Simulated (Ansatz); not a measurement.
# FeO (I4/mmm) in Ansatz: equation of state

Aim: energy against volume of FeO in PBEsol, for its equilibrium volume and stiffness.

Everything below comes from runs of Ansatz 0.2.0. Logs are shortened: lines on timing, memory, paths and dates and some standing lists are left out, and cuts for length are marked.

**1. The crystal as given**

It takes space group I4/mmm (No. 139, tetragonal). The conventional cell has a = 3.204 Å, b = 3.204 Å, c = 4.167 Å, α = 90.00°, β = 90.00°, γ = 90.00°. Fe (site symmetry 4/mmm) has 6 O at 2.08 to 2.27 Å as nearest neighbours. O (site symmetry 4/mmm) has 6 Fe at 2.08 to 2.27 Å as nearest neighbours.

The cell comes from a database or a generator and needn't be the stable form of this composition.

**2. Single point, PBEsol, collinear spin, ferromagnetic start, 10.05 Å³/atom (volume scaled by 0.94)**

input.yaml reads:

```yaml
crystal:
  lattice:
    - [-1.5693982481, 1.5693982481, 2.0408621071]
    - [1.5693982481, -1.5693982481, 2.0408621071]
    - [1.5693982481, 1.5693982481, -2.0408621071]
  atoms:
    - { symbol: Fe, position: [0.0, 0.0, 0.0], spin: 3.0 }
    - { symbol: O, position: [0.5, 0.5, 0.0] }
hamiltonian:
  xc: pbesol
  pseudopotentials: { kind: paw }
magnetization:
  spin_polarized: true
kpoints:
  mp_grid: { grid: [12, 12, 12] }
scf:
  occupations: { method: fermi_dirac, width: 0.05 }
output:
  forces: true
  stress: true
  eigenvalues: true
  write_density: true
  write_potential: true
  elf: true
  volumetric_format: npy
```

Potentials or basis: Ansatz PAW.

Run with:

```bash
> ansatz run input.yaml --threads 2 --pin off --max-ram 5632MiB --backend cpu --events-out ev --progress --plain --runs-dir out
```

Output:

```text
Warning: RAYON_NUM_THREADS=2 ignored (pool sized by the plan → 2); use --threads N
Engine: ansatz 0.2.0, aarch64-unknown-linux-gnu
Pseudopotentials: kind: paw
Pseudopotential: Fe, paw, valence charge 16, recommended cutoff 420 eV (normal), Fe.paw.azcp
Pseudopotential: O, paw, valence charge 6, recommended cutoff 420 eV (normal), O.paw.azcp
Functional definition: PBEsol
  exchange = pbesol_x
  correlation = pbesol_c
Crystal: 2 atoms, lattice volume = 20.107 Å³
Basis set: ecut = 420 eV, 379 PW (Γ), exchange–correlation on 48×48×48 points (8 copies of the dense FFT grid, shifted against one another)
Bands: 17, of which v1, the nominal top of the filled ones, is band 11 counted from 1 (10 counted from 0)
Symmetry: 16 space group operations
Space group: I4/mmm (ITA 139), of the structure as read, at distance tolerance 2.7e-5 Å
Magnetic group: BNS 139.531 (UNI 1191), of the structure as read, at distance tolerance 2.7e-5 Å
k-points: 163 of 1728
Non-local potential: Fe, projectors of the file, l = 0: 3, l = 1: 2, l = 2: 3, l = 3: 1
Non-local potential: O, projectors of the file, l = 0: 2, l = 1: 2, l = 2: 1
PAW form: soft (Blöchl's): semilocal exchange-correlation on the pseudo side does not see the compensation charge
PAW frozen core: Fe, regenerated for the run's functional, and the local potential with it (the file was generated under x = pbe(κ = 0.804, μ = 0.2195149727645171), c = pbe(β = 0.06672455060314922))
PAW frozen core: O, regenerated for the run's functional, and the local potential with it (the file was generated under x = pbe(κ = 0.804, μ = 0.2195149727645171), c = pbe(β = 0.06672455060314922))
PAW one-centre angular grid: Fe, 590 points (default); XC on 64 Gauss nodes
PAW one-centre angular grid: O, 110 points (default); XC on 64 Gauss nodes
Initial density: superposition of atomic densities (chi_scale 0.1, normalization cell, long waves kept (reshape's long-wave potential 0.00 eV rms))
Starting moments: Σ|m| = 3 μB on 1 of 2 sites
Initial wavefunctions: pseudopotential atomic-orbital guess
Functional: x = pbesol(κ = 0.804, μ = 0.12345679012345678), c = pbesol(β = 0.046)
SCF iter   1: F=—  HF=-5008.485197 eV  |F-HF|=—  |Δ(HF+E_count)|=         —  Δρ=1.32e-1 (↑1.32e-1 ↓6.76e-2)  dr2=3.59e0  dr2_m=1.00e0  M=3.650 μB ∫|m|=3.650 μB  β_m=0.30  ethr=3.10e-3  ⟨swp⟩=4.3  Hψ=23050  notcnv=0
Mixer restart at iter 1: flushing history
preconditioner: auto → none  [metal: Δε(μ)=0.015 eV  Ē_g=12.999 eV  σ=0.050 eV  W_gap=0.08  n_scr=8 (ndim 8)  ℏωp=31.0 eV  f_vac=0.000  D(μ)=2.58/eV (n_scr^D=42)  sad-step TF]
SCF iter   2: F=—  HF=-5008.650317 eV  |F-HF|=—  |Δ(HF+E_count)|=   1.65e-1  Δρ=8.78e-2 (↑8.78e-2 ↓5.99e-2)  dr2=4.83e-1  dr2_m=9.08e-1  M=3.919 μB ∫|m|=3.920 μB  β_m=0.49  ethr=3.10e-3  ⟨swp⟩=2.8  Hψ=12710  notcnv=0  defer=116
SCF iter   3: F=—  HF=-5008.786427 eV  |F-HF|=—  |Δ(HF+E_count)|=   1.36e-1  Δρ=3.14e-2 (↑3.14e-2 ↓2.83e-2)  dr2=3.75e-1  dr2_m=7.48e-2  M=3.909 μB ∫|m|=3.912 μB  β_m=0.52  ethr=2.20e-3  ⟨swp⟩=1.7  Hψ=9103  notcnv=0  defer=128
SCF iter   4: F=—  HF=-5008.783747 eV  |F-HF|=—  |Δ(HF+E_count)|=   2.68e-3  Δρ=7.79e-3 (↑7.79e-3 ↓3.63e-3)  dr2=1.33e-2  dr2_m=1.43e-3  M=3.996 μB ∫|m|=4.003 μB  β_m=0.51  ethr=1.70e-3  ⟨swp⟩=2.3  Hψ=8986  notcnv=0  defer=128
SCF iter   5: F=—  HF=-5008.785724 eV  |F-HF|=—  |Δ(HF+E_count)|=         —  Δρ=3.53e-3 (↑3.53e-3 ↓2.79e-3)  dr2=2.06e-3  dr2_m=5.97e-4  M=3.994 μB ∫|m|=4.002 μB  β_m=0.51  ethr=6.05e-5  ⟨swp⟩=2.7  Hψ=11708  notcnv=0  defer=143
Mixer restart at iter 5: flushing history
SCF iter   6: F=—  HF=-5008.787249 eV  |F-HF|=—  |Δ(HF+E_count)|=   1.52e-3  Δρ=1.25e-3 (↑1.25e-3 ↓1.16e-3)  dr2=7.96e-5  dr2_m=2.39e-4  M=3.994 μB ∫|m|=4.003 μB  β_m=0.61  ethr=9.38e-6  ⟨swp⟩=2.4  Hψ=10583  notcnv=0  defer=147
SCF iter   7: F=—  HF=-5008.787934 eV  |F-HF|=—  |Δ(HF+E_count)|=   6.85e-4  Δρ=1.44e-3 (↑1.31e-3 ↓1.44e-3)  dr2=8.81e-4  dr2_m=3.24e-5  M=3.995 μB ∫|m|=4.004 μB  β_m=0.65  ethr=3.62e-7  ⟨swp⟩=2.0  Hψ=9811  notcnv=0  defer=147
SCF iter   8: F=—  HF=-5008.788028 eV  |F-HF|=—  |Δ(HF+E_count)|=   9.49e-5  Δρ=4.12e-4 (↑4.12e-4 ↓2.85e-4)  dr2=4.40e-5  dr2_m=3.92e-6  M=3.995 μB ∫|m|=4.004 μB  β_m=0.63  ethr=3.62e-7  ⟨swp⟩=2.0  Hψ=10315  notcnv=0  defer=147
SCF iter   9: F=—  HF=-5008.788018 eV  |F-HF|=—  |Δ(HF+E_count)|=   1.00e-5  Δρ=1.53e-4 (↑1.53e-4 ↓4.82e-5)  dr2=2.47e-6  dr2_m=1.26e-6  M=3.995 μB ∫|m|=4.005 μB  β_m=0.63  ethr=2.00e-7  ⟨swp⟩=2.0  Hψ=7662  notcnv=0  defer=147
SCF iter  10: F=—  HF=-5008.788018 eV  |F-HF|=—  |Δ(HF+E_count)|=   8.61e-7  Δρ=3.36e-5 (↑3.36e-5 ↓1.84e-5)  dr2=6.30e-8  dr2_m=1.15e-7  M=3.995 μB ∫|m|=4.004 μB  β_m=0.82  ethr=1.12e-8  ⟨swp⟩=2.5  Hψ=8745  notcnv=0  defer=147
SCF iter  11: F=-5008.788018 eV  HF=-5008.788018 eV  |F-HF|=3.21e-10  |Δ(HF+E_count)|=   1.06e-8  Δρ=2.34e-6 (↑2.34e-6 ↓2.28e-6)  dr2=1.01e-9  dr2_m=4.75e-10  M=3.995 μB ∫|m|=4.005 μB  ethr=2.86e-10  ⟨swp⟩=6.5  Hψ=30407  notcnv=0
SCF 1 converged in 11 iterations: F = -5008.788018 eV  dr2 = 1.01e-9
SCF converged after 11 iterations
Magnetization: 3.9950 μB (12.9975 up, 9.0025 down)
Absolute magnetization: 4.0045 μB (∫|ρ↑−ρ↓|, with the PAW one-centre terms)
Spin contamination: 0.0120 ħ² per cell (⟨S²⟩ above its minimum at these occupations)
Per-site moments (μB) at R_I (Å): [(3.3562009350943014, 0.8418556191787501), (0.32397624443162776, 0.8418556191787501)]
Free energy (F): -5008.788018 eV
Harris-Foulkes:  -5008.788018 eV  (|F-HF|=3.21e-10)
Internal energy: -5008.776056 eV  (E = F + TS)
E sigma→0 (E₀):  -5008.782037 eV
Entropy (-TS):   -0.011962 eV (-5.981 meV/atom)
Fermi energy:    14.407824 eV
--- Per-component energies (eV) ---
  E_band       = -270.234346
  E_kinetic    = 514.587714
  E_local      = -2610.848036  (includes V_loc(G=0)·N_el)
  E_nonlocal   = 280.557601
  E_hartree    = 1062.338568
  E_xc         = -186.005000
  E_vxc        = -239.715143  (∫ρ·V_xc dr)
  E_paw        = -1491.952289  (= ΣΔE_a)
  E_vpaw       = -339.495440  (= ΣTr[D̂ρ^β])
  E_aug_tail   = 0.003407  (compensation charges beyond the density's cutoff)
  E_ewald      = -2577.672509
  E_core_change = 0.214490  (= ΣΔE_core)
  E_smearing   = -0.011962  (= −TS)
  E_closure    = 0.000000  (closes the sum)
  Σ components = -5008.788018   (vs F -5008.788018, Δ=0.00e0)
--- Forces (eV/Å), atoms counted from 1 ---
  atom   1  Fe    -0.00000000     0.00000000     0.00000000
  atom   2  O     -0.00000000     0.00000000     0.00000000
  max |Σ_I F_I| component: 3.55e-30 eV/Å
--- Stress (GPa, compression-positive) ---
       -9.751869       0.000000       0.000000
        0.000000      -9.751869       0.000000
        0.000000      -0.000000      -1.479311
  P = ⅓ Tr σ = -6.9943 GPa (-69.943 kbar)
--- Band table (eV; the first three rows and the last of 326) ---
  k-point 0 ↑: bands = ["-75.1729", "-41.3430", "-41.3317", "-41.3317", "-6.3865", "10.3091", "10.4335", "10.4335", "10.5286", "10.5286", "10.6287", "10.7730", "10.7753", "14.4401", "29.4659", "31.2131", "31.2131"]
  k-point 1 ↑: bands = ["-75.1724", "-41.3445", "-41.3350", "-41.3325", "-6.3036", "9.2282", "9.9041", "10.1849", "10.3750", "10.7374", "10.8665", "11.1376", "11.6593", "15.0063", "28.4432", "30.3937", "30.8702"]
  k-point 2 ↑: bands = ["-75.1712", "-41.3487", "-41.3439", "-41.3347", "-6.0808", "7.9925", "9.5398", "9.8441", "10.2173", "10.8089", "11.2938", "11.5165", "12.1270", "16.4047", "27.2527", "28.2478", "29.2990"]
  k-point 162 ↓: bands = ["-71.0690", "-37.3748", "-37.3748", "-37.3554", "-4.5098", "7.5713", "9.7000", "9.7000", "12.1980", "15.1622", "15.2033", "15.2033", "15.6285", "20.9208", "24.1143", "25.5448", "29.2311"]
```

rho_z.tsv:

```text
# z_ang	rho[e/angstrom^3]	rho_spin[e/angstrom^3]
# format = ansatz-planar-average/11
# lattice	-1.569398248	1.569398248	2.040862107
# lattice	1.569398248	-1.569398248	2.040862107
# lattice	1.569398248	1.569398248	-2.040862107
# sites	2
# site	26	0.000000000	0.000000000	0.000000000
# site	8	0.000000000	0.000000000	2.040862107
0.000000	2.834264e0	5.767959e-1
0.125631	2.712398e0	5.437470e-1
0.251263	2.380943e0	4.588371e-1
0.376894	1.925979e0	3.535006e-1
0.502525	1.447891e0	2.551998e-1
0.628157	1.025610e0	1.764599e-1
[... 16 lines left out ...]
2.763889	2.380943e0	4.588371e-1
2.889520	2.712398e0	5.437470e-1
```

v_z.tsv:

```text
# z_ang	v_es[eV]	v_tot_up[eV]	v_tot_dn[eV]
# format = ansatz-planar-average/11
# xc	pbesol
# density_cutoff_ev	1680
# datasets	Fe=:simpson_from_first_knot:soft:shift=-844433	O=:simpson_from_first_knot:soft:shift=-234619
# lattice	-1.569398248	1.569398248	2.040862107
# lattice	1.569398248	-1.569398248	2.040862107
# lattice	1.569398248	1.569398248	-2.040862107
# sites	2
# site	26	0.000000000	0.000000000	0.000000000
# site	8	0.000000000	0.000000000	2.040862107
0.000000	-4.244650e0	-2.022262e1	-1.936253e1
0.125631	-3.864081e0	-1.973334e1	-1.889518e1
0.251263	-2.754552e0	-1.829107e1	-1.747980e1
0.376894	-1.015358e0	-1.601426e1	-1.521866e1
0.502525	1.207928e0	-1.309698e1	-1.234086e1
0.628157	3.789486e0	-9.688154e0	-8.964728e0
[... 16 lines left out ...]
2.763889	-2.754552e0	-1.829107e1	-1.747980e1
2.889520	-3.864081e0	-1.973334e1	-1.889518e1
```

It took 6.2 s on 2 threads of Arm Neoverse V1, shared host; peak memory 0.38 GiB.

Results:

```
Free energy            : -5008.7880 eV
Pressure               : -7.0 GPa
Band gap on the k mesh : none (metal or under the smearing width)
Net moment             : 4.00 μB per cell
Absolute moment        : 4.00 μB per cell
Site moments           : Fe +3.36; O +0.32 μB
```

Caveat: the pressure holds a Pulay correction of +0.7 GPa for the finite cutoff; a cell with one magnetic atom can't hold antiferromagnetic order, which such compounds often take; semilocal functionals often make such compounds metallic where correlation or magnetic order opens a gap, which also shifts bond lengths; the PAW data sets come from PBE, with cores solved anew for the run's functional, which leaves a small shift of forces and pressure.

**3. Single point, PBEsol, collinear spin, ferromagnetic start, 10.27 Å³/atom (volume scaled by 0.96)**

input.yaml, as its differences from that of step 2:

```diff
@@ -2,5 +2,5 @@
   lattice:
-    - [-1.5693982481, 1.5693982481, 2.0408621071]
-    - [1.5693982481, -1.5693982481, 2.0408621071]
-    - [1.5693982481, 1.5693982481, -2.0408621071]
+    - [-1.5804507126, 1.5804507126, 2.055234849]
+    - [1.5804507126, -1.5804507126, 2.055234849]
+    - [1.5804507126, 1.5804507126, -2.055234849]
   atoms:
```

Potentials or basis: Ansatz PAW.

Run with:

```bash
> ansatz run input.yaml --threads 2 --pin off --max-ram 5632MiB --backend cpu --events-out ev --progress --plain --runs-dir out
```

Wall time 6.3 s (2 threads of Arm Neoverse V1, shared host); peak memory 0.39 GiB.

Results (log left out):

```yaml
Free_energy: -5008.7647 eV
Pressure: -10.4 GPa
Band_gap_on_the_k_mesh: none (metal or under the smearing width)
Net_moment: 4.00 μB per cell
Absolute_moment: 4.01 μB per cell
Site_moments: Fe +3.37; O +0.32 μB
```

Caveat: the pressure holds a Pulay correction of +0.7 GPa for the finite cutoff; a cell with one magnetic atom can't hold antiferromagnetic order, which such compounds often take; semilocal functionals often make such compounds metallic where correlation or magnetic order opens a gap, which also shifts bond lengths; the PAW data sets come from PBE, with cores solved anew for the run's functional, which leaves a small shift of forces and pressure.

**4. Single point, PBEsol, collinear spin, ferromagnetic start, 10.48 Å³/atom (volume scaled by 0.98)**

input.yaml, as its differences from that of step 3:

```diff
@@ -2,5 +2,5 @@
   lattice:
-    - [-1.5804507126, 1.5804507126, 2.055234849]
-    - [1.5804507126, -1.5804507126, 2.055234849]
-    - [1.5804507126, 1.5804507126, -2.055234849]
+    - [-1.5913507171, 1.5913507171, 2.0694093304]
+    - [1.5913507171, -1.5913507171, 2.0694093304]
+    - [1.5913507171, 1.5913507171, -2.0694093304]
   atoms:
```

Run with:

```bash
> ansatz run input.yaml --threads 2 --pin off --max-ram 5632MiB --backend cpu --events-out ev --progress --plain --runs-dir out
```

Run time: 7 s. Hardware: 2 threads of Arm Neoverse V1, shared host; peak memory 0.39 GiB.

It converged, with:

```
Free energy            : -5008.7328 eV
Pressure               : -13.4 GPa
Band gap on the k mesh : none (metal or under the smearing width)
Net moment             : 4.00 μB per cell
Absolute moment        : 4.01 μB per cell
Site moments           : Fe +3.38; O +0.32 μB
```

Caveat: the pressure holds a Pulay correction of +0.7 GPa for the finite cutoff; a cell with one magnetic atom can't hold antiferromagnetic order, which such compounds often take; semilocal functionals often make such compounds metallic where correlation or magnetic order opens a gap, which also shifts bond lengths; the PAW data sets come from PBE, with cores solved anew for the run's functional, which leaves a small shift of forces and pressure.

**5. Single point, PBEsol, collinear spin, ferromagnetic start, 10.70 Å³/atom**

input.yaml, as its differences from that of step 4:

```diff
@@ -2,5 +2,5 @@
   lattice:
-    - [-1.5913507171, 1.5913507171, 2.0694093304]
-    - [1.5913507171, -1.5913507171, 2.0694093304]
-    - [1.5913507171, 1.5913507171, -2.0694093304]
+    - [-1.602103413, 1.602103413, 2.08339225]
+    - [1.602103413, -1.602103413, 2.08339225]
+    - [1.602103413, 1.602103413, -2.08339225]
   atoms:
```

Run with:

```bash
> ansatz run input.yaml --threads 2 --pin off --max-ram 5632MiB --backend cpu --events-out ev --progress --plain --runs-dir out
```

It took 7 s on 2 threads of Arm Neoverse V1, shared host; peak memory 0.39 GiB.

It converged, with:

- Free energy: -5008.6933 eV
- Pressure: -16.1 GPa
- Band gap on the k mesh: none (metal or under the smearing width)
- Net moment: 4.00 μB per cell
- Absolute moment: 4.01 μB per cell
- Site moments: Fe +3.39; O +0.31 μB

Caveat: the pressure holds a Pulay correction of +0.7 GPa for the finite cutoff; a cell with one magnetic atom can't hold antiferromagnetic order, which such compounds often take; semilocal functionals often make such compounds metallic where correlation or magnetic order opens a gap, which also shifts bond lengths; the PAW data sets come from PBE, with cores solved anew for the run's functional, which leaves a small shift of forces and pressure.

**6. Single point, PBEsol, collinear spin, ferromagnetic start, 10.91 Å³/atom (volume scaled by 1.02)**

input.yaml, as its differences from that of step 5:

```diff
@@ -2,5 +2,5 @@
   lattice:
-    - [-1.602103413, 1.602103413, 2.08339225]
-    - [1.602103413, -1.602103413, 2.08339225]
-    - [1.602103413, 1.602103413, -2.08339225]
+    - [-1.6127136786, 1.6127136786, 2.0971899518]
+    - [1.6127136786, -1.6127136786, 2.0971899518]
+    - [1.6127136786, 1.6127136786, -2.0971899518]
   atoms:
```

Potentials or basis: Ansatz PAW.

Run with:

```bash
> ansatz run input.yaml --threads 2 --pin off --max-ram 5632MiB --backend cpu --events-out ev --progress --plain --runs-dir out
```

It took 7.4 s on 2 threads of Arm Neoverse V1, shared host; peak memory 0.39 GiB.

It converged, with:

* Free energy: -5008.6469 eV
* Pressure: -18.5 GPa
* Band gap on the k mesh: none (metal or under the smearing width)
* Net moment: 4.00 μB per cell
* Absolute moment: 4.01 μB per cell
* Site moments: Fe +3.40; O +0.31 μB

Caveat: the pressure holds a Pulay correction of +0.7 GPa for the finite cutoff; a cell with one magnetic atom can't hold antiferromagnetic order, which such compounds often take; semilocal functionals often make such compounds metallic where correlation or magnetic order opens a gap, which also shifts bond lengths; the PAW data sets come from PBE, with cores solved anew for the run's functional, which leaves a small shift of forces and pressure.

**7. Single point, PBEsol, collinear spin, ferromagnetic start, 11.12 Å³/atom (volume scaled by 1.04)**

input.yaml, as its differences from that of step 6:

```diff
@@ -2,5 +2,5 @@
   lattice:
-    - [-1.6127136786, 1.6127136786, 2.0971899518]
-    - [1.6127136786, -1.6127136786, 2.0971899518]
-    - [1.6127136786, 1.6127136786, -2.0971899518]
+    - [-1.6231861388, 1.6231861388, 2.1108084499]
+    - [1.6231861388, -1.6231861388, 2.1108084499]
+    - [1.6231861388, 1.6231861388, -2.1108084499]
   atoms:
```

Run with:

```bash
> ansatz run input.yaml --threads 2 --pin off --max-ram 5632MiB --backend cpu --events-out ev --progress --plain --runs-dir out
```

Wall time 7.4 s (2 threads of Arm Neoverse V1, shared host); peak memory 0.39 GiB.

It converged, with:

| Quantity | Value |
| --- | --- |
| Free energy | -5008.5946 eV |
| Pressure | -20.6 GPa |
| Band gap on the k mesh | none (metal or under the smearing width) |
| Net moment | 4.01 μB per cell |
| Absolute moment | 4.02 μB per cell |
| Site moments | Fe +3.41; O +0.31 μB |

Caveat: the pressure holds a Pulay correction of +0.6 GPa for the finite cutoff; a cell with one magnetic atom can't hold antiferromagnetic order, which such compounds often take; semilocal functionals often make such compounds metallic where correlation or magnetic order opens a gap, which also shifts bond lengths; the PAW data sets come from PBE, with cores solved anew for the run's functional, which leaves a small shift of forces and pressure.

**8. Single point, PBEsol, collinear spin, ferromagnetic start, 11.34 Å³/atom (volume scaled by 1.06)**

input.yaml reads:

```yaml
crystal:
  lattice:
    - [-1.6335251827, 1.6335251827, 2.1242534522]
    - [1.6335251827, -1.6335251827, 2.1242534522]
    - [1.6335251827, 1.6335251827, -2.1242534522]
  atoms:
    - { symbol: Fe, position: [0.0, 0.0, 0.0], spin: 3.0 }
    - { symbol: O, position: [0.5, 0.5, 0.0] }
hamiltonian:
  xc: pbesol
  pseudopotentials: { kind: paw }
magnetization:
  spin_polarized: true
kpoints:
  mp_grid: { grid: [12, 12, 12] }
scf:
  occupations: { method: fermi_dirac, width: 0.05 }
output:
  forces: true
  stress: true
  eigenvalues: true
```

Run with:

```bash
> ansatz run input.yaml --threads 2 --pin off --max-ram 5632MiB --backend cpu --events-out ev --progress --plain --runs-dir out
```

It took 5.8 s on 2 threads of Arm Neoverse V1, shared host; peak memory 0.39 GiB.

It converged, with:

```yaml
Free_energy: -5008.5371 eV
Pressure: -22.4 GPa
Band_gap_on_the_k_mesh: none (metal or under the smearing width)
Net_moment: 4.01 μB per cell
Absolute_moment: 4.02 μB per cell
Site_moments: Fe +3.42; O +0.30 μB
```

Caveat: the pressure holds a Pulay correction of +0.6 GPa for the finite cutoff; a cell with one magnetic atom can't hold antiferromagnetic order, which such compounds often take; semilocal functionals often make such compounds metallic where correlation or magnetic order opens a gap, which also shifts bond lengths; the PAW data sets come from PBE, with cores solved anew for the run's functional, which leaves a small shift of forces and pressure.

**9. Equation of state, PBEsol, collinear spin, ferromagnetic start**

Potentials or basis: Ansatz PAW.

No new run: the results of the series are fitted here.

Results:

* Equilibrium volume: 9.69 Å³/atom (rough: see the caveat)
* Bulk modulus at fixed shape and positions: 206 GPa (rough)

Energy against volume, from the lowest point:
```
volume (Å³/atom)  energy (meV/atom)
          10.053               0.00
          10.267              11.64
          10.481              27.59
          10.695              47.38
          10.909              70.56
          11.123              96.71
          11.337             125.46
```

Caveat: the minimum lies outside the volumes run; the cell was scaled at fixed shape and fractional positions, which overstates the stiffness of a crystal with free parameters, most of all of layers and chains.
